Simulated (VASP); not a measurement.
# AgBr (Fm-3m) in VASP: a series of runs

One crystal, AgBr, is run at these levels: PBE, LDA; tasks: single point, relaxation of cell and atoms.

Everything below comes from runs of VASP 6.6.1. Logs are shortened: lines on timing, memory, paths and dates and some standing lists are left out, and cuts for length are marked.

### Step 1. Starting point

Symmetry: Fm-3m, No. 225, cubic system. Conventional cell: a = 5.843 Å, b = 5.843 Å, c = 5.843 Å, α = 90.00°, β = 90.00°, γ = 90.00°. Ag (site symmetry m-3m) is surrounded by 6 Br at 2.92 Å. Br (site symmetry m-3m) is surrounded by 6 Ag at 2.92 Å.

### Step 2. Single point, PBE

The input, INCAR:

```
SYSTEM = AgBr
ALGO     = Normal         ! electronic algorithm
EDIFF    = 1E-6           ! SCF threshold, eV
ENCUT    = 520            ! plane-wave cutoff, eV
GGA      = PE             ! functional
ISIF     = 2              ! what is computed and relaxed
ISMEAR   = -1             ! smearing method
LASPH    = .TRUE.         ! aspherical terms in the spheres
LCHARG   = .FALSE.        ! write CHGCAR
LREAL    = .FALSE.        ! projectors in reciprocal space
LWAVE    = .FALSE.        ! write WAVECAR
NBANDS   = 16             ! bands
NELM     = 60             ! most SCF steps
PREC     = Accurate       ! precision mode
SIGMA    = 0.02           ! smearing width, eV
```

The input, KPOINTS:

```
k-points
0
G
  8 8 8
  0 0 0
```

The input, POSCAR:

```
AgBr
1.0
    0.0000000000      2.9216612948      2.9216612948
    2.9216612948      0.0000000000      2.9216612948
    2.9216612948      2.9216612948      0.0000000000
Ag Br
1 1
Direct
    0.0000000000      0.0000000000      0.0000000000
    0.5000000000      0.5000000000      0.5000000000
```

Potentials or basis: VASP PAW PBE potentials, release 64 (Ag, Br).

Launch:

```bash
cat potpaw_PBE.64/Ag/POTCAR potpaw_PBE.64/Br/POTCAR > POTCAR
mpirun -np 1 vasp_std > vasp.out
```

OUTCAR:

```text
SYSTEM = AgBr
   EDIFF = 1E-6
   ENCUT = 520
   GGA = PE
   ISIF = 2
   ISMEAR = -1
   LASPH = .TRUE.
   LREAL = .FALSE.
   NELM = 60
   PREC = Accurate

 ion  position               nearest neighbor table
   1  0.000  0.000  0.000-   2 2.92   2 2.92   2 2.92   2 2.92   2 2.92   2 2.92
   2  0.500  0.500  0.500-   1 2.92   1 2.92   1 2.92   1 2.92   1 2.92   1 2.92

  LATTYP: Found a face centered cubic cell.
 ALAT       =     5.8433225896

  Lattice vectors:

 A1 = (   0.0000000000,   2.9216612948,   2.9216612948)
 A2 = (   2.9216612948,   0.0000000000,   2.9216612948)
 A3 = (   2.9216612948,   2.9216612948,   0.0000000000)

Analysis of symmetry for initial positions (statically):
=====================================================================
 Subroutine PRICEL returns:
 Original cell was already a primitive cell.

 Routine SETGRP: Setting up the symmetry group for a
 face centered cubic supercell.

 Subroutine GETGRP returns: Found 48 space group operations
 (whereof 48 operations were pure point group operations)
 out of a pool of 48 trial point group operations.

The static configuration has the point symmetry O_h .

Analysis of symmetry for dynamics (positions and initial velocities):
=====================================================================
 Subroutine PRICEL returns:
 Original cell was already a primitive cell.

 Routine SETGRP: Setting up the symmetry group for a
 face centered cubic supercell.

 Subroutine GETGRP returns: Found 48 space group operations
 (whereof 48 operations were pure point group operations)
 out of a pool of 48 trial point group operations.

The dynamic configuration has the point symmetry O_h .

 Subroutine INISYM returns: Found 48 space group operations
 (whereof 48 operations are pure point group operations),
 and found     1 'primitive' translations

----------------------------------------------------------------------------------------

                                     Primitive cell

  volume of cell :      49.8792

  direct lattice vectors                    reciprocal lattice vectors
     0.000000000  2.921661295  2.921661295    -0.171135511  0.171135511  0.171135511
     2.921661295  0.000000000  2.921661295     0.171135511 -0.171135511  0.171135511
     2.921661295  2.921661295  0.000000000     0.171135511  0.171135511 -0.171135511

  length of vectors
     4.131853028  4.131853028  4.131853028     0.296415401  0.296415401  0.296415401

  position of ions in fractional coordinates (direct lattice)
     0.000000000  0.000000000  0.000000000
     0.500000000  0.500000000  0.500000000

  ion indices of the primitive-cell ions
   primitive index   ion index
                 1           1
                 2           2

----------------------------------------------------------------------------------------

 KPOINTS: k-points

Automatic generation of k-mesh.
 Grid dimensions read from file:
 generate k-points for:    8    8    8

 Generating k-lattice:

  Cartesian coordinates                     Fractional coordinates (reciprocal lattice)
    -0.021391939  0.021391939  0.021391939     0.125000000  0.000000000  0.000000000
     0.021391939 -0.021391939  0.021391939     0.000000000  0.125000000  0.000000000
     0.021391939  0.021391939 -0.021391939     0.000000000  0.000000000  0.125000000

  Length of vectors
     0.037051925  0.037051925  0.037051925

  Shift w.r.t. Gamma in fractional coordinates (k-lattice)
     0.000000000  0.000000000  0.000000000

 Subroutine IBZKPT returns following result:
 ===========================================

 Found     29 irreducible k-points:

 Following reciprocal coordinates:
            Coordinates               Weight
  0.000000  0.000000  0.000000      1.000000
  0.125000  0.000000  0.000000      8.000000
  0.250000  0.000000  0.000000      8.000000
  0.375000  0.000000  0.000000      8.000000
  0.500000  0.000000  0.000000      4.000000
  0.125000  0.125000  0.000000      6.000000
[... 16 lines left out ...]
  0.500000  0.250000  0.125000     48.000000
 -0.375000  0.250000  0.125000     24.000000
 [... further k-points ...]
   k-points           NKPTS =     29   k-points in BZ     NKDIM =     29   number of bands    NBANDS=     16
   number of dos      NEDOS =    301   number of ions     NIONS =      2
   total plane-waves  NPLWV =  32768
   dimension x,y,z NGX =    32 NGY =   32 NGZ =   32
   dimension x,y,z NGXF=    64 NGYF=   64 NGZF=   64
   ions per type =               1   1
   NGX,Y,Z   is equivalent  to a cutoff of  12.88, 12.88, 12.88 a.u.
   NGXF,Y,Z  is equivalent  to a cutoff of  25.75, 25.75, 25.75 a.u.
 SYSTEM =  AgBr
   PREC   = accura    normal or accurate (medium, high low for compatibility)
   ISTART =      0    job   : 0-new  1-cont  2-samecut
   ICHARG =      2    charge: 1-file 2-atom 10-const
   ISPIN  =      1    spin polarized calculation?
   LNONCOLLINEAR =      F non collinear calculations
   LSORBIT =      F    spin-orbit coupling
   LASPH  =      T    aspherical Exc in radial PAW
   ENCUT  =  520.0 eV  38.22 Ry    6.18 a.u.   7.68  7.68  7.68*2*pi/ulx,y,z
   NELM   =     60;   NELMIN=  2; NELMDL= -5     # of ELM steps
   EDIFF  = 0.1E-05   stopping-criterion for ELM
   LREAL  =      F    real-space projection
   EDIFFG = 0.1E-04   stopping-criterion for IOM
   NSW    =      0    number of steps for IOM
   IBRION =     -1    ionic relax: 0-MD 1-quasi-New 2-CG
   NFREE  =      0    steps in history (QN), initial steepest desc. (CG)
   ISIF   =      2    stress and relaxation
   ISYM   =      2    0-nonsym 1-usesym 2-fastsym
   POTIM  = 0.5000    time-step for ionic-motion
   TEBEG  =    0.0;   TEEND  =   0.0 temperature during run
   PSTRESS=    0.0 pullay stress
   NELECT =      18.0000    total number of electrons
   NUPDOWN=      -1.0000    fix difference up-down
   EMIN   =  10.00;   EMAX   =-10.00  energy-range for DOS
   EFERMI =   0.00;   METHOD = LEGACY
   ISMEAR =    -1;   SIGMA  =   0.02  broadening in eV -4-tet -1-fermi 0-gaus
   EFERMI_NEDOS =   21; number of points for ismear=-14 and -15
   IALGO  =     38    algorithm
   IMIX   =      4    mixing-type and parameters
     AMIX     =   0.40;   BMIX     =  1.00
     AMIX_MAG =   1.60;   BMIX_MAG =  1.00
  volume/ion in A,a.u.               =      24.94       168.30
[... 31 lines left out ...]
 Fermi energy:         3.3516140322

 k-point     1 :       0.0000    0.0000    0.0000
  band No.  band energies     occupation
      1     -11.7638      2.00000
      2       0.4014      2.00000
      3       0.4014      2.00000
      4       0.4019      2.00000
      5       0.4019      2.00000
      6       0.4019      2.00000
[... 8 lines left out ...]
     15      14.5508      0.00000
     16      14.5508      0.00000

 k-point     2 :       0.1250    0.0000    0.0000
  band No.  band energies     occupation
      1     -11.7117      2.00000
      2       0.0417      2.00000
      3       0.0417      2.00000
      4       0.0931      2.00000
      5       0.4394      2.00000
      6       0.4394      2.00000
[... 8 lines left out ...]
     15      13.8351      0.00000
     16      14.2112      0.00000

 k-point     3 :       0.2500    0.0000    0.0000
  band No.  band energies     occupation
      1     -11.5812      2.00000
      2      -0.8274      2.00000
      3      -0.4322      2.00000
      4      -0.4322      2.00000
      5       0.5323      2.00000
      6       0.5323      2.00000
[... 8 lines left out ...]
     15      14.3062      0.00000
     16      14.3062      0.00000

 k-point     4 :       0.3750    0.0000    0.0000
  band No.  band energies     occupation
      1     -11.4430      2.00000
      2      -1.5789      2.00000
      3      -0.7515      2.00000
      4      -0.7515      2.00000
      5       0.6282      2.00000
      6       0.6282      2.00000
[... 8 lines left out ...]
     15      15.3484      0.00000
     16      15.3484      0.00000

 k-point     5 :       0.5000    0.0000    0.0000
  band No.  band energies     occupation
      1     -11.3831      2.00000
      2      -1.8551      2.00000
      3      -0.8624      2.00000
      4      -0.8624      2.00000
      5       0.6688      2.00000
      6       0.6688      2.00000
[... 8 lines left out ...]
     15      16.1351      0.00000
     16      16.1351      0.00000

 k-point     6 :       0.1250    0.1250    0.0000
  band No.  band energies     occupation
      1     -11.6960      2.00000
      2      -0.3795      2.00000
      3       0.2960      2.00000
      4       0.2960      2.00000
      5       0.3672      2.00000
      6       0.4219      2.00000
[... 8 lines left out ...]
     15      15.6939      0.00000
     16      15.6939      0.00000

 k-point     7 :       0.2500    0.1250    0.0000
  band No.  band energies     occupation
      1     -11.5959      2.00000
      2      -0.8798      2.00000
      3      -0.1199      2.00000
      4      -0.0891      2.00000
      5       0.4272      2.00000
      6       0.5391      2.00000
[... 8 lines left out ...]
     15      15.4091      0.00000
     16      15.4791      0.00000

 k-point     8 :       0.3750    0.1250    0.0000
  band No.  band energies     occupation
      1     -11.4641      2.00000
      2      -1.3615      2.00000
      3      -0.6526      2.00000
      4      -0.5184      2.00000
      5       0.5309      2.00000
      6       0.6438      2.00000
[... 8 lines left out ...]
     15      15.5976      0.00000
     16      16.0206      0.00000

 k-point     9 :       0.5000    0.1250    0.0000
  band No.  band energies     occupation
      1     -11.3790      2.00000
      2      -1.6835      2.00000
      3      -0.8409      2.00000
      4      -0.7780      2.00000
      5       0.6283      2.00000
      6       0.6795      2.00000
[... 8 lines left out ...]
     15      16.2790      0.00000
     16      16.4729      0.00000
[... 172 lines left out ...]
 k-point    19 :       0.5000    0.3750    0.0000
  band No.  band energies     occupation
      1     -11.3574      2.00000
      2      -0.9867      2.00000
      3      -0.2292      2.00000
      4      -0.1042      2.00000
      5       0.4167      2.00000
      6       0.7298      2.00000
[... 8 lines left out ...]
     15      17.3032      0.00000
     16      17.8797      0.00000

 k-point    20 :      -0.3750    0.3750    0.0000
  band No.  band energies     occupation
      1     -11.3362      2.00000
      2      -0.8668      2.00000
      3      -0.7820      2.00000
      4      -0.5044      2.00000
      5       0.5305      2.00000
      6       0.7164      2.00000
[... 8 lines left out ...]
     15      15.9860      0.00000
     16      18.3375      0.00000

 k-point    21 :       0.5000    0.5000    0.0000
  band No.  band energies     occupation
      1     -11.3526      2.00000
      2      -0.9132      2.00000
      3       0.1665      2.00000
      4       0.4127      2.00000
      5       0.4127      2.00000
      6       0.5424      2.00000
[... 8 lines left out ...]
     15      17.7654      0.00000
     16      17.7654      0.00000

 k-point    22 :       0.3750    0.2500    0.1250
  band No.  band energies     occupation
      1     -11.4988      2.00000
      2      -1.2026      2.00000
      3      -0.4858      2.00000
      4      -0.1214      2.00000
      5       0.4904      2.00000
      6       0.6095      2.00000
[... 8 lines left out ...]
     15      16.3054      0.00000
     16      16.8064      0.00000

 k-point    23 :       0.5000    0.2500    0.1250
  band No.  band energies     occupation
      1     -11.3981      2.00000
      2      -1.3945      2.00000
      3      -0.7487      2.00000
      4      -0.4788      2.00000
      5       0.5701      2.00000
      6       0.6731      2.00000
[... 8 lines left out ...]
     15      16.5954      0.00000
     16      16.8295      0.00000

 k-point    24 :      -0.3750    0.2500    0.1250
  band No.  band energies     occupation
      1     -11.3553      2.00000
      2      -1.4521      2.00000
      3      -0.7656      2.00000
      4      -0.7483      2.00000
      5       0.6254      2.00000
      6       0.6762      2.00000
[... 8 lines left out ...]
     15      15.4162      0.00000
     16      17.1425      0.00000

 [... further k-points ...]
[... 5 lines left out ...]
  --------------------------------------------------------------------------------------
  -------------------------------------------------------------------------------------
  Total       -0.0287746     -0.0287746     -0.0287746     -0.0000000     -0.0000000      0.0000000
  in kB       -0.9242736     -0.9242736     -0.9242736     -0.0000000     -0.0000000      0.0000000
  external PRESSURE =      -0.9242736 kB  Pullay stress =       0.0000000 kB

 VOLUME and BASIS-vectors are now :
 -----------------------------------------------------------------------------
  energy-cutoff  :      520.00
  volume of cell :       49.88
      direct lattice vectors                 reciprocal lattice vectors
     0.000000000  2.921661295  2.921661295    -0.171135511  0.171135511  0.171135511
     2.921661295  0.000000000  2.921661295     0.171135511 -0.171135511  0.171135511
     2.921661295  2.921661295  0.000000000     0.171135511  0.171135511 -0.171135511

 POSITION                                       TOTAL-FORCE (eV/Angst)
 -----------------------------------------------------------------------------------
      0.00000      0.00000      0.00000        -0.000000     -0.000000      0.000000
      2.92166      2.92166      2.92166         0.000000      0.000000     -0.000000
 -----------------------------------------------------------------------------------
    total drift:                                0.000000     -0.000000     -0.000000

  FREE ENERGIE OF THE ION-ELECTRON SYSTEM (eV)
  ---------------------------------------------------
  free  energy   TOTEN  =        -5.0001872303 eV

  energy  without entropy=       -5.0001872299  energy(sigma->0) =       -5.00018723
```

Wall time 8.9 s (1 thread of AMD EPYC 9R45 (Zen 5), shared host); peak memory 0.15 GiB.

Results:

```yaml
Free_energy: -5.0002 eV
Pressure: -0.1 GPa
Band_gap_on_the_k_mesh: 0.69 eV, indirect (least direct gap 2.43 eV)
```

### Step 3. Relaxation of cell and atoms, PBE

This run uses another cell than the first one, of 23.64 Å³/atom, 0.948 times its volume.

The input, INCAR:

```
ALGO     = Normal         # electronic algorithm
EDIFF    = 1E-6           # SCF threshold, eV
EDIFFG   = -0.005         # ionic threshold
ENCUT    = 600            # plane-wave cutoff, eV
GGA      = PE             # functional
IBRION   = 2              # ionic algorithm
ISIF     = 3              # what is computed and relaxed
ISMEAR   = -1             # smearing method
LASPH    = True           # aspherical terms in the spheres
LCHARG   = False          # write CHGCAR
LREAL    = False          # projectors in reciprocal space
LWAVE    = False          # write WAVECAR
NELM     = 60             # most SCF steps
NSW      = 80             # ionic steps
PREC     = Accurate       # precision mode
SIGMA    = 0.02           # smearing width, eV
```

The input, KPOINTS:

```
k-points
0
Gamma
  8 8 8
```

The input, POSCAR:

```
AgBr
1.0
    0.0000000000      2.8701500000      2.8701500000
    2.8701500000      0.0000000000      2.8701500000
    2.8701500000      2.8701500000      0.0000000000
Ag Br
1 1
Direct
    0.0000000000      0.0000000000      0.0000000000
    0.5000000000      0.5000000000      0.5000000000
```

Potentials or basis: VASP PAW PBE potentials, release 64 (Ag, Br).

Launch:

```bash
cat potpaw_PBE.64/Ag/POTCAR potpaw_PBE.64/Br/POTCAR > POTCAR
mpirun -np 1 vasp_std > vasp.out
```

It took 15 s on 1 thread of AMD EPYC 9R45 (Zen 5), shared host; peak memory 0.17 GiB.

Results (log left out):

| Quantity | Value |
| --- | --- |
| Free energy | -4.9993 eV |
| Relaxed volume | 24.84 Å³/atom |
| Relaxed cell | a = 4.127 Å, b = 4.127 Å, c = 4.127 Å, α = 60.00°, β = 60.00°, γ = 60.00° |
| Space group after relaxing (to 0.05 Å) | Fm-3m (No. 225) |
| Energy gained by relaxing | 8.2 meV/atom |
| Ionic steps | 3 |
| Pressure after relaxing | 0.0 GPa |
| Band gap on the k mesh | 0.69 eV, indirect (least direct gap 2.45 eV) |

Step by step:
```
step  energy change (eV)  largest force (eV/Å)  pressure (GPa)  volume (Å³)
   1              0.0000                0.0000            2.27        47.29
   2             -0.0164                0.0000            0.06        49.62
   3             -0.0164                0.0000            0.00        49.69
```

Final structure:
```xyz
2
Lattice="0.0000 2.9179 2.9179 2.9179 0.0000 2.9179 2.9179 2.9179 0.0000" Properties=species:S:1:pos:R:3 pbc="T T T"
Ag    0.0000    0.0000    0.0000
Br    2.9179    2.9179    2.9179
```

Levels at points of the mesh, in eV from the valence-band top:
| k point | band 6 | band 7 | band 8 | band 9 | band 10 | band 11 | band 12 | band 13 |
| --- | --- | --- | --- | --- | --- | --- | --- | --- |
| (0.00, 0.00, 0.00) | -2.60 | -1.76 | -1.76 | -1.76 | 0.69 | 9.93 | 9.93 | 9.93 |
| (0.50, 0.00, 0.00) | -2.33 | -2.01 | 0.00 | 0.00 | 3.87 | 6.31 | 6.85 | 6.85 |
| (0.50, 0.50, 0.00) | -2.45 | -2.23 | -2.23 | -2.16 | 1.70 | 7.14 | 8.87 | 10.81 |

### Step 4. Single point, LDA

This run uses another cell than the first one, of 24.21 Å³/atom, 0.971 times its volume.

The input, INCAR:

```
  ALGO = Normal
  EDIFF = 1E-7
  ENCUT = 520
  GGA = CA
  ISIF = 2
  ISMEAR = 0
  LASPH = T
  LCHARG = F
  LREAL = F
  LWAVE = F
  NBANDS = 16
  NELM = 60
  PREC = Accurate
  SIGMA = 0.01
```

KPOINTS is that of step 3.

The input, POSCAR:

```
AgBr
1.0
    0.0000000000      2.8927622870      2.8927622870
    2.8927622870      0.0000000000      2.8927622870
    2.8927622870      2.8927622870      0.0000000000
Ag Br
1 1
Direct
    0.0000000000      0.0000000000      0.0000000000
    0.5000000000      0.5000000000      0.5000000000
```

Potentials or basis: VASP PAW LDA potentials, release 64 (Ag, Br).

Launch:

```bash
cat potpaw_LDA.64/Ag/POTCAR potpaw_LDA.64/Br/POTCAR > POTCAR
mpirun -np 1 vasp_std > vasp.out
```

Wall time 8.2 s (1 thread of AMD EPYC 9R45 (Zen 5), shared host); peak memory 0.13 GiB.

Results (log left out):

- Free energy: -6.3285 eV
- Pressure: -5.0 GPa
- Band gap on the k mesh: 0.41 eV, indirect (least direct gap 2.26 eV)

Levels at points of the mesh, in eV from the valence-band top:
```tsv
k point	band 5	band 6	band 7	band 8	band 9	band 10	band 11	band 12	band 13	band 14
(0.00, 0.00, 0.00)	-2.77	-2.77	-1.84	-1.84	-1.84	0.41	9.83	9.83	9.83	10.93
(0.50, 0.00, 0.00)	-2.47	-2.47	-2.13	0.00	0.00	3.56	6.27	6.62	6.62	11.96
(0.50, 0.50, 0.00)	-2.74	-2.61	-2.37	-2.37	-2.29	1.42	6.96	8.74	10.68	10.68
```

A k mesh can miss the band edges. LDA gaps usually lie below the measured ones, often by a third to a half.

### Step 5. Summary

| task | level | potentials or basis | cell | cutoff (eV) | smearing | gap on the mesh (eV) | pressure (GPa) |
| --- | --- | --- | --- | --- | --- | --- | --- |
| single point | PBE | VASP PAW PBE potentials, release 64 (Ag, Br) | Fm-3m, 24.94 Å³/atom | 520 | fermi-dirac 0.02 eV | 0.69 | -0.1 |
| relaxation of cell and atoms | PBE | VASP PAW PBE potentials, release 64 (Ag, Br) | relaxed | 600 | fermi-dirac 0.02 eV | 0.69 | 0.0 |
| single point | LDA | VASP PAW LDA potentials, release 64 (Ag, Br) | Fm-3m, 24.21 Å³/atom | 520 | gaussian 0.01 eV | 0.41 | -5.0 |

Alike in all rows: no spin polarisation; k mesh 8 × 8 × 8.

Absolute energies hang on the potentials; compare differences alone.
